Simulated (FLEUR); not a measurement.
# TiC (Fm-3m) in FLEUR: notebook

Runs on TiC. Level: PBEsol+U. Tasks: single point.

All numbers are computed with FLEUR MaX-R8.1 (later development tree); they aren't measurements. Logs are shortened: lines on timing, memory, paths and dates and some standing lists are left out, and cuts for length are marked.

## (1) Starting point

The structure is cubic, space group Fm-3m (No. 225). The conventional cell has a = 4.331 Å, b = 4.331 Å, c = 4.331 Å, α = 90.00°, β = 90.00°, γ = 90.00°. Around Ti (site symmetry m-3m) lie 6 C at 2.17 Å. Around C (site symmetry m-3m) lie 6 Ti at 2.17 Å.

The cell is a database's computed one.

## (2) Single point, PBEsol+U

inp.xml reads:

```xml
<?xml version="1.0" encoding="UTF-8" standalone="no"?>
<fleurInput fleurInputVersion="0.39">
   <comment>
      TiC                                                                                                 
   </comment>
   <calculationSetup>
      <cutoffs Kmax="4.6" Gmax="14.3" GmaxXC="14.3" numbands="0"/>
      <scfLoop itmax="100" minDistance="0.0002" maxIterBroyd="50" imix="Anderson" alpha="0.05" precondParam="0.0" spinf="2.0" sdNocoIR="T"/>
      <coreElectrons ctail="T" frcor="F" kcrel="0" coretail_lmax="0"/>
      <xcFunctional name="PBEs" relativisticCorrections="F"/>
      <magnetism jspins="1"/>
      <soc l_soc="F" theta="0.0" phi="0.0" spav="F"/>
      <expertModes spex="0" secvar="F"/>
      <geometryOptimization l_f="F" forcealpha="1.0" forcemix="BFGS" epsdisp="0.00001" epsforce="0.00001"/>
      <ldaU l_linMix="F" mixParam="0.05" spinf="1.0"/>
   </calculationSetup>
   <cell>
      <bzIntegration valenceElectrons="16.0" mode="hist" fermiSmearingEnergy="0.00183747">
         <kPointListSelection listName="default-1"/>
         <!-- k-points included here -->
         <xi:include xmlns:xi="http://www.w3.org/2001/XInclude" href="kpts.xml"> </xi:include>
      </bzIntegration>
      <!-- symmetry operations included here -->
      <xi:include xmlns:xi="http://www.w3.org/2001/XInclude" href="sym.xml"> </xi:include>
      <bulkLattice scale="1.0">
         <bravaisMatrix>
            <row-1>    0.0000000000000000     4.0926154774783940     4.0926154774783940</row-1>
            <row-2>    4.0926154774783940     0.0000000000000000     4.0926154774783940</row-2>
            <row-3>    4.0926154774783940     4.0926154774783940     0.0000000000000000</row-3>
         </bravaisMatrix>
      </bulkLattice>
   </cell>
   <atomSpecies>
      <species name="Titanium (Ti)" element="Ti" atomicNumber="22">
         <mtSphere radius="2.13" gridPoints="711" logIncrement="0.017"/>
         <atomicCutoffs lmax="9" lnonsphr="9"/>
         <electronConfig flipSpins="F">
            <coreConfig>(1s1/2) (2s1/2) (2p1/2) (2p3/2)</coreConfig>
            <valenceConfig>(3s1/2) (3p1/2) (3p3/2) (4s1/2) (3d3/2) (3d5/2)</valenceConfig>
            <stateOccupation state="(3d3/2)" spinUp="0.400000" spinDown="0.400000"/>
            <stateOccupation state="(3d5/2)" spinUp="0.600000" spinDown="0.600000"/>
         </electronConfig>
         <energyParameters s="4" p="4" d="3" f="4"/>
         <ldaU l="2" U="3" J="0.0" l_amf="F"/>
         <lo type="SCLO" l="0" n="3" eDeriv="0"/>
         <lo type="SCLO" l="1" n="3" eDeriv="0"/>
         <lo type="SCLO" l="1" n="3" eDeriv="1"/>
         <lo type="SCLO" l="3" n="4" eDeriv="2"/>
      </species>
      <species name="Carbon (C)" element="C" atomicNumber="6">
         <mtSphere radius="1.63" gridPoints="543" logIncrement="0.019"/>
         <atomicCutoffs lmax="8" lnonsphr="8"/>
         <electronConfig flipSpins="F">
            <coreConfig>(1s1/2)</coreConfig>
            <valenceConfig>(2s1/2) (2p1/2) (2p3/2)</valenceConfig>
            <stateOccupation state="(2p1/2)" spinUp="0.333333" spinDown="0.333333"/>
            <stateOccupation state="(2p3/2)" spinUp="0.666667" spinDown="0.666667"/>
         </electronConfig>
         <energyParameters s="2" p="2" d="3" f="4"/>
         <lo type="SCLO" l="0" n="2" eDeriv="2"/>
         <lo type="SCLO" l="1" n="2" eDeriv="2"/>
         <lo type="SCLO" l="2" n="3" eDeriv="2"/>
      </species>
   </atomSpecies>
   <atomGroups>
      <atomGroup species="Titanium (Ti)">
         <relPos label="                   1">.0000000000 .0000000000 .0000000000</relPos>
         <force calculate="T" relaxXYZ="TTT"/>
      </atomGroup>
      <atomGroup species="Carbon (C)">
         <relPos label="                   2">1.000/2.000 1.000/2.000 1.000/2.000</relPos>
         <force calculate="T" relaxXYZ="TTT"/>
      </atomGroup>
   </atomGroups>
   <output dos="F" band="F" slice="F">
      <checks vchk="F" cdinf="F"/>
      <bandDOS minEnergy="-.5*Htr" maxEnergy="0.5*Htr" sigma="0.015" storeEVData="T"/>
      <vacuumDOS vacdos="F" integ="F" star="F" nstars="0" locx1="0.0" locy1="0.0" locx2="0.0" locy2="0.0" nstm="0" tworkf="0.0"/>
      <unfoldingBand unfoldBand="F" supercellX="1" supercellY="1" supercellZ="1"/>
      <plotting iplot="0" polar="F">
         <plot TwoD="T" vec1="  1.0  0.0  0.0" vec2="  0.0  1.0  0.0" vec3="  0.0  0.0  1.0" zero="  0.0  0.0  0.0" file="plot"/>
      </plotting>
      <chargeDensitySlicing numkpt="0" minEigenval="0.0" maxEigenval="0.0" nnne="0" pallst="F"/>
      <specialOutput eonly="F"/>
      <moessbauerParams electricFieldGradient="T" isomerShift="T" coreHyperfine="T" valenceHyperfine="T"/>
      <magneticCircularDichroism mcd="F" energyLo="-10.0" energyUp="0.0"/>
   </output>
  <!-- We include the file relax.xml here to enable relaxations (see documentation) -->
  <xi:include xmlns:xi="http://www.w3.org/2001/XInclude" href="relax.xml"> <xi:fallback/> </xi:include>
</fleurInput>
```

crystal.txt reads:

```
TiC
&input cartesian=F /
0.0000000000  2.1657188437  2.1657188437
2.1657188437  0.0000000000  2.1657188437
2.1657188437  2.1657188437  0.0000000000
1.8897261246
1.0 1.0 1.0

2
22 0.0000000000  0.0000000000  0.0000000000
6 0.5000000000  0.5000000000  0.5000000000

&kpt div1=9 div2=9 div3=9 gamma=T /
```

Potentials or basis: all-electron, FLAPW.

Started as:

```
inpgen -f crystal.txt -profile fastHighL
# inp.xml edited to the form shown
fleur_MPI
```

Standard output:

```text
Welcome to FLEUR        (www.flapw.de)
      MaX-Release 8.1          (www.max-centre.eu)

 ========== k-point set info ==========
 Selected k-point list: default-1
 k-point list type: mesh
 9 x 9 x 9
 Number of k points: 35

 ------------Calculation Setup---------------------------
 Number of MPI-tasks      :            1
 Number of PE/node        :            1
 Number of OMP-threads    :            1
 Most efficient MPI parallelization for:
           1           5           7          35
 Additional eigenvalue parallelization possible
 Number of basis functions:          288
 Approximate size of matrices (H+S) per k-point:         0.001 GB
 --------------------------------------------------------
 no density matrix found ... skipping LDA+U
Nuclear radius smaller than smallest radial mesh point for atom type 2 -- skipping its core isomer shift
Nuclear radius smaller than smallest radial mesh point for atom type 2 -- skipping its isomer shift
 Reset of history
 Iteration:     1   Distance:      28.88202176 me/bohr^3
Nuclear radius smaller than smallest radial mesh point for atom type 2 -- skipping its core isomer shift
Nuclear radius smaller than smallest radial mesh point for atom type 2 -- skipping its isomer shift
 Iteration:     2   Distance:      27.57762375 me/bohr^3
Nuclear radius smaller than smallest radial mesh point for atom type 2 -- skipping its core isomer shift
Nuclear radius smaller than smallest radial mesh point for atom type 2 -- skipping its isomer shift
 Iteration:     3   Distance:      22.65830479 me/bohr^3
Nuclear radius smaller than smallest radial mesh point for atom type 2 -- skipping its core isomer shift
Nuclear radius smaller than smallest radial mesh point for atom type 2 -- skipping its isomer shift
 Iteration:     4   Distance:      10.20762943 me/bohr^3
Nuclear radius smaller than smallest radial mesh point for atom type 2 -- skipping its core isomer shift
Nuclear radius smaller than smallest radial mesh point for atom type 2 -- skipping its isomer shift
 Iteration:     5   Distance:       8.98806077 me/bohr^3
Nuclear radius smaller than smallest radial mesh point for atom type 2 -- skipping its core isomer shift
Nuclear radius smaller than smallest radial mesh point for atom type 2 -- skipping its isomer shift
 Iteration:     6   Distance:       2.70075516 me/bohr^3
Nuclear radius smaller than smallest radial mesh point for atom type 2 -- skipping its core isomer shift
Nuclear radius smaller than smallest radial mesh point for atom type 2 -- skipping its isomer shift
 Iteration:     7   Distance:       2.09785783 me/bohr^3
Nuclear radius smaller than smallest radial mesh point for atom type 2 -- skipping its core isomer shift
Nuclear radius smaller than smallest radial mesh point for atom type 2 -- skipping its isomer shift
 Iteration:     8   Distance:       0.61919226 me/bohr^3
Nuclear radius smaller than smallest radial mesh point for atom type 2 -- skipping its core isomer shift
Nuclear radius smaller than smallest radial mesh point for atom type 2 -- skipping its isomer shift
 Iteration:     9   Distance:       0.52833539 me/bohr^3
Nuclear radius smaller than smallest radial mesh point for atom type 2 -- skipping its core isomer shift
Nuclear radius smaller than smallest radial mesh point for atom type 2 -- skipping its isomer shift
 Iteration:    10   Distance:       0.04495269 me/bohr^3
Nuclear radius smaller than smallest radial mesh point for atom type 2 -- skipping its core isomer shift
Nuclear radius smaller than smallest radial mesh point for atom type 2 -- skipping its isomer shift
 Iteration:    11   Distance:       0.06513713 me/bohr^3
Nuclear radius smaller than smallest radial mesh point for atom type 2 -- skipping its core isomer shift
Nuclear radius smaller than smallest radial mesh point for atom type 2 -- skipping its isomer shift
 Iteration:    12   Distance:       0.01711893 me/bohr^3
Nuclear radius smaller than smallest radial mesh point for atom type 2 -- skipping its core isomer shift
Nuclear radius smaller than smallest radial mesh point for atom type 2 -- skipping its isomer shift
 Iteration:    13   Distance:       0.00156091 me/bohr^3
Nuclear radius smaller than smallest radial mesh point for atom type 2 -- skipping its core isomer shift
Nuclear radius smaller than smallest radial mesh point for atom type 2 -- skipping its isomer shift
 Iteration:    14   Distance:       0.00051703 me/bohr^3
Nuclear radius smaller than smallest radial mesh point for atom type 2 -- skipping its core isomer shift
Nuclear radius smaller than smallest radial mesh point for atom type 2 -- skipping its isomer shift
 Iteration:    15   Distance:       0.00005504 me/bohr^3

 ********************************************************************
 Run finished successfully
 Stop message:
   all done
 ********************************************************************
```

It took 17 s on 1 thread of Arm Neoverse V2, shared host; peak memory 0.06 GiB.

Results:

```yaml
Free_energy: -24240.2698 eV
Band_gap_on_the_k_mesh: none (metal or under the smearing width)
Valence_electrons_inside_the_program's_atomic_spheres: Ti 9.81; C 2.80 (radii Ti 2.13, C 1.63 bohr)
```

Eigenvalues of the final occupation matrices:
| site | spin | trace | eigenvalues |
| --- | --- | --- | --- |
| atom type 1 | 1 | 1.59 | 0.22 0.22 0.22 0.47 0.47 |

Core levels (eV from the Fermi level):
```tsv
atom	levels
1 Ti	1s1/2 -4856.6, 2s1/2 -531.2, 2p1/2 -442.6, 2p3/2 -436.9
2 C	1s1/2 -263.2
```

Caveat: U without spin polarisation on a metal has little footing; the U is typed as a test and isn't derived for this compound.

## (3) Single point, PBEsol+U

inp.xml: that of step 2 with these lines changed.

```diff
@@ -43,3 +43,3 @@
          <energyParameters s="4" p="4" d="3" f="4"/>
-         <ldaU l="2" U="3" J="0.0" l_amf="F"/>
+         <ldaU l="2" U="4" J="0.0" l_amf="F"/>
          <lo type="SCLO" l="0" n="3" eDeriv="0"/>
```

crystal.txt is that of step 2.

Potentials or basis: all-electron, FLAPW.

Started as:

```
inpgen -f crystal.txt -profile fastHighL
# inp.xml edited to the form shown
fleur_MPI
```

Standard output:

```text
Welcome to FLEUR        (www.flapw.de)
      MaX-Release 8.1          (www.max-centre.eu)

 ========== k-point set info ==========
 Selected k-point list: default-1
 k-point list type: mesh
 9 x 9 x 9
 Number of k points: 35

 ------------Calculation Setup---------------------------
 Number of MPI-tasks      :            1
 Number of PE/node        :            1
 Number of OMP-threads    :            1
 Most efficient MPI parallelization for:
           1           5           7          35
 Additional eigenvalue parallelization possible
 Number of basis functions:          288
 Approximate size of matrices (H+S) per k-point:         0.001 GB
 --------------------------------------------------------
 no density matrix found ... skipping LDA+U
Nuclear radius smaller than smallest radial mesh point for atom type 2 -- skipping its core isomer shift
Nuclear radius smaller than smallest radial mesh point for atom type 2 -- skipping its isomer shift
 Reset of history
 Iteration:     1   Distance:      28.88202176 me/bohr^3
Nuclear radius smaller than smallest radial mesh point for atom type 2 -- skipping its core isomer shift
Nuclear radius smaller than smallest radial mesh point for atom type 2 -- skipping its isomer shift
 Iteration:     2   Distance:      28.76262445 me/bohr^3
Nuclear radius smaller than smallest radial mesh point for atom type 2 -- skipping its core isomer shift
Nuclear radius smaller than smallest radial mesh point for atom type 2 -- skipping its isomer shift
 Iteration:     3   Distance:      23.83279105 me/bohr^3
Nuclear radius smaller than smallest radial mesh point for atom type 2 -- skipping its core isomer shift
Nuclear radius smaller than smallest radial mesh point for atom type 2 -- skipping its isomer shift
 Iteration:     4   Distance:       9.83166266 me/bohr^3
Nuclear radius smaller than smallest radial mesh point for atom type 2 -- skipping its core isomer shift
Nuclear radius smaller than smallest radial mesh point for atom type 2 -- skipping its isomer shift
 Iteration:     5   Distance:       8.80407295 me/bohr^3
Nuclear radius smaller than smallest radial mesh point for atom type 2 -- skipping its core isomer shift
Nuclear radius smaller than smallest radial mesh point for atom type 2 -- skipping its isomer shift
 Iteration:     6   Distance:       2.18314379 me/bohr^3
Nuclear radius smaller than smallest radial mesh point for atom type 2 -- skipping its core isomer shift
Nuclear radius smaller than smallest radial mesh point for atom type 2 -- skipping its isomer shift
 Iteration:     7   Distance:       3.68946511 me/bohr^3
Nuclear radius smaller than smallest radial mesh point for atom type 2 -- skipping its core isomer shift
Nuclear radius smaller than smallest radial mesh point for atom type 2 -- skipping its isomer shift
 Iteration:     8   Distance:       1.35685137 me/bohr^3
Nuclear radius smaller than smallest radial mesh point for atom type 2 -- skipping its core isomer shift
Nuclear radius smaller than smallest radial mesh point for atom type 2 -- skipping its isomer shift
 Iteration:     9   Distance:       0.79194566 me/bohr^3
Nuclear radius smaller than smallest radial mesh point for atom type 2 -- skipping its core isomer shift
Nuclear radius smaller than smallest radial mesh point for atom type 2 -- skipping its isomer shift
 Iteration:    10   Distance:       0.07109881 me/bohr^3
Nuclear radius smaller than smallest radial mesh point for atom type 2 -- skipping its core isomer shift
Nuclear radius smaller than smallest radial mesh point for atom type 2 -- skipping its isomer shift
 Iteration:    11   Distance:       0.29182436 me/bohr^3
Nuclear radius smaller than smallest radial mesh point for atom type 2 -- skipping its core isomer shift
Nuclear radius smaller than smallest radial mesh point for atom type 2 -- skipping its isomer shift
 Iteration:    12   Distance:       0.02079790 me/bohr^3
Nuclear radius smaller than smallest radial mesh point for atom type 2 -- skipping its core isomer shift
Nuclear radius smaller than smallest radial mesh point for atom type 2 -- skipping its isomer shift
 Iteration:    13   Distance:       0.02116659 me/bohr^3
Nuclear radius smaller than smallest radial mesh point for atom type 2 -- skipping its core isomer shift
Nuclear radius smaller than smallest radial mesh point for atom type 2 -- skipping its isomer shift
 Iteration:    14   Distance:       0.00056684 me/bohr^3
Nuclear radius smaller than smallest radial mesh point for atom type 2 -- skipping its core isomer shift
Nuclear radius smaller than smallest radial mesh point for atom type 2 -- skipping its isomer shift
 Iteration:    15   Distance:       0.00055234 me/bohr^3
Nuclear radius smaller than smallest radial mesh point for atom type 2 -- skipping its core isomer shift
Nuclear radius smaller than smallest radial mesh point for atom type 2 -- skipping its isomer shift
 Iteration:    16   Distance:       0.00001105 me/bohr^3

 ********************************************************************
 Run finished successfully
 Stop message:
   all done
 ********************************************************************
```

It took 19 s on 1 thread of Arm Neoverse V2, shared host; peak memory 0.06 GiB.

What came out:

```yaml
Free_energy: -24239.6282 eV
Band_gap_on_the_k_mesh: none (metal or under the smearing width)
Valence_electrons_inside_the_program's_atomic_spheres: Ti 9.79; C 2.81 (radii Ti 2.13, C 1.63 bohr)
```

Eigenvalues of the final occupation matrices:
```tsv
site	spin	trace	eigenvalues
atom type 1	1	1.56	0.21 0.21 0.21 0.47 0.47
```

Core levels (eV from the Fermi level):
```
atom                                                   levels
1 Ti  1s1/2 -4856.9, 2s1/2 -531.5, 2p1/2 -443.0, 2p3/2 -437.2
 2 C                                             1s1/2 -263.1
```

Caveat: U without spin polarisation on a metal has little footing; the U is typed as a test and isn't derived for this compound.

## (4) Single point, PBEsol+U

inp.xml: that of step 3 with these lines changed.

```diff
@@ -43,3 +43,3 @@
          <energyParameters s="4" p="4" d="3" f="4"/>
-         <ldaU l="2" U="4" J="0.0" l_amf="F"/>
+         <ldaU l="2" U="5" J="0.0" l_amf="F"/>
          <lo type="SCLO" l="0" n="3" eDeriv="0"/>
```

crystal.txt is that of step 3.

Potentials or basis: all-electron, FLAPW.

Started as:

```
inpgen -f crystal.txt -profile fastHighL
# inp.xml edited to the form shown
fleur_MPI
```

Standard output:

```text
Welcome to FLEUR        (www.flapw.de)
      MaX-Release 8.1          (www.max-centre.eu)

 ========== k-point set info ==========
 Selected k-point list: default-1
 k-point list type: mesh
 9 x 9 x 9
 Number of k points: 35

 ------------Calculation Setup---------------------------
 Number of MPI-tasks      :            1
 Number of PE/node        :            1
 Number of OMP-threads    :            1
 Most efficient MPI parallelization for:
           1           5           7          35
 Additional eigenvalue parallelization possible
 Number of basis functions:          288
 Approximate size of matrices (H+S) per k-point:         0.001 GB
 --------------------------------------------------------
[... 15 lines left out ...]
Nuclear radius smaller than smallest radial mesh point for atom type 2 -- skipping its isomer shift
 Iteration:     5   Distance:       8.97378678 me/bohr^3
Nuclear radius smaller than smallest radial mesh point for atom type 2 -- skipping its core isomer shift
Nuclear radius smaller than smallest radial mesh point for atom type 2 -- skipping its isomer shift
 Iteration:     6   Distance:       2.76623004 me/bohr^3
Nuclear radius smaller than smallest radial mesh point for atom type 2 -- skipping its core isomer shift
[... 15 lines left out ...]
Nuclear radius smaller than smallest radial mesh point for atom type 2 -- skipping its isomer shift
 Iteration:    12   Distance:       0.02497399 me/bohr^3
Nuclear radius smaller than smallest radial mesh point for atom type 2 -- skipping its core isomer shift
Nuclear radius smaller than smallest radial mesh point for atom type 2 -- skipping its isomer shift
 Iteration:    13   Distance:       0.02668588 me/bohr^3
Nuclear radius smaller than smallest radial mesh point for atom type 2 -- skipping its core isomer shift
Nuclear radius smaller than smallest radial mesh point for atom type 2 -- skipping its isomer shift
 Iteration:    14   Distance:       0.00070900 me/bohr^3
Nuclear radius smaller than smallest radial mesh point for atom type 2 -- skipping its core isomer shift
Nuclear radius smaller than smallest radial mesh point for atom type 2 -- skipping its isomer shift
 Iteration:    15   Distance:       0.00027537 me/bohr^3
Nuclear radius smaller than smallest radial mesh point for atom type 2 -- skipping its core isomer shift
Nuclear radius smaller than smallest radial mesh point for atom type 2 -- skipping its isomer shift
 Iteration:    16   Distance:       0.00007448 me/bohr^3

 ********************************************************************
 Run finished successfully
 Stop message:
   all done
 ********************************************************************
```

Run time: 19 s. Hardware: 1 thread of Arm Neoverse V2, shared host; peak memory 0.06 GiB.

Results:

| Item | Value |
| --- | --- |
| Free energy | -24238.9979 eV |
| Band gap on the k mesh | none (metal or under the smearing width) |
| Valence electrons inside the program's atomic spheres | Ti 9.77; C 2.82 (radii Ti 2.13, C 1.63 bohr) |

Eigenvalues of the final occupation matrices:
| site | spin | trace | eigenvalues |
| --- | --- | --- | --- |
| atom type 1 | 1 | 1.53 | 0.20 0.20 0.20 0.47 0.47 |

Core levels (eV from the Fermi level):
```csv
atom,levels
1 Ti,"1s1/2 -4857.2, 2s1/2 -531.8, 2p1/2 -443.3, 2p3/2 -437.6"
2 C,1s1/2 -263.1
```

Caveat: U without spin polarisation on a metal has little footing; the U is typed as a test and isn't derived for this compound.

(Part 1 of 2 ends here.)
